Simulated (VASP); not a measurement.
# VASP 6.6.1 run: AgCl

INCAR

```
SIGMA = 0.02
LASPH = .TRUE.
IBRION = -1
PREC = Accurate
ENCUT = 520
NELM = 81
NBANDS = 16
LCHARG = .FALSE.
ISMEAR = -1
NSW = 0
ISIF = 2
LMAXMIX = 4
LDAUTYPE = 2
EDIFF = 1E-7
LDAU = .TRUE.
LDAUL = 2 -1
LWAVE = .FALSE.
LREAL = .FALSE.
LDAUJ = 0 0
LDAUU = 2.0 0
GGA = PE
```

KPOINTS

```
KPOINTS created by Atomic Simulation Environment
0
Gamma
8 8 8
0 0 0
```

POSCAR

```
Ag Cl
 1.0000000000000000
     3.3432959860999998    0.0000000000000000    0.0000000000000000
     0.0000000000000000    3.3432959860999998    0.0000000000000000
     0.0000000000000000    0.0000000000000000    3.4371592997999998
 Ag  Cl
   1   1
Cartesian
  0.0000000000000000  0.0000000000000000  0.0000000000000000
  1.6716479930499999  1.6716479930499999  1.7185796498999999
```

The recommended PBE PAW datasets give the neutral cell 18 valence electrons.

Command

```
mpirun -np 1 vasp_std
```

Q: Predict the outcome of this run.

A: It converged. Results: gap between bands v and c on the k mesh 0.87 eV; least direct gap on the k mesh 2.25 eV; pressure 2.6 GPa. Band v is the last that the valence electrons fill when counted band by band, and c is the next.

OSZICAR

```
N       E                     dE             d eps       ncg     rms          rms(c)
DAV:   1     0.102897502594E+03    0.10290E+03   -0.87661E+03  2480   0.103E+03
DAV:   2    -0.130360680289E+01   -0.10420E+03   -0.96080E+02  3144   0.228E+02
DAV:   3    -0.476966976097E+01   -0.34661E+01   -0.34601E+01  2944   0.440E+01
DAV:   4    -0.479149313286E+01   -0.21823E-01   -0.21822E-01  3024   0.376E+00
DAV:   5    -0.479174976390E+01   -0.25663E-03   -0.25663E-03  3008   0.397E-01    0.587E+00
DAV:   6    -0.457136693225E+01    0.22038E+00   -0.24885E-01  2976   0.787E+00    0.389E+00
DAV:   7    -0.456475246976E+01    0.66145E-02   -0.12804E-01  2696   0.250E+00    0.198E+00
DAV:   8    -0.456347034273E+01    0.12821E-02   -0.92471E-03  2736   0.104E+00    0.339E-01
DAV:   9    -0.456335106138E+01    0.11928E-03   -0.87738E-04  3032   0.447E-01    0.525E-02
DAV:  10    -0.456338100929E+01   -0.29948E-04   -0.11753E-04  2856   0.116E-01    0.357E-02
DAV:  11    -0.456339293365E+01   -0.11924E-04   -0.13665E-05  2784   0.336E-02    0.939E-03
DAV:  12    -0.456339256107E+01    0.37258E-06   -0.13851E-06  2880   0.140E-02    0.281E-03
DAV:  13    -0.456339267953E+01   -0.11846E-06   -0.58130E-07  2664   0.513E-03    0.317E-03
DAV:  14    -0.456339248805E+01    0.19148E-06   -0.10122E-07  1976   0.289E-03    0.109E-03
DAV:  15    -0.456339248130E+01    0.67453E-08   -0.22516E-08  1384   0.106E-03
   1 F= -.45633925E+01 E0= -.45633925E+01  d E =-.268873E-11
```

Standard output (part)

```
POSCAR found type information on POSCAR AgCl
 POSCAR found :  2 types and       2 ions
 LDA part: xc-table for (Slater+PW92), standard interpolation
 POSCAR, INCAR and KPOINTS ok, starting setup
 WAVECAR not read
 entering main loop
```

For comparison, a separate PBE run of the intended cell, on usual settings and not on those above, gives a gap of 0.56 eV on its mesh and a pressure of 2.6 GPa.
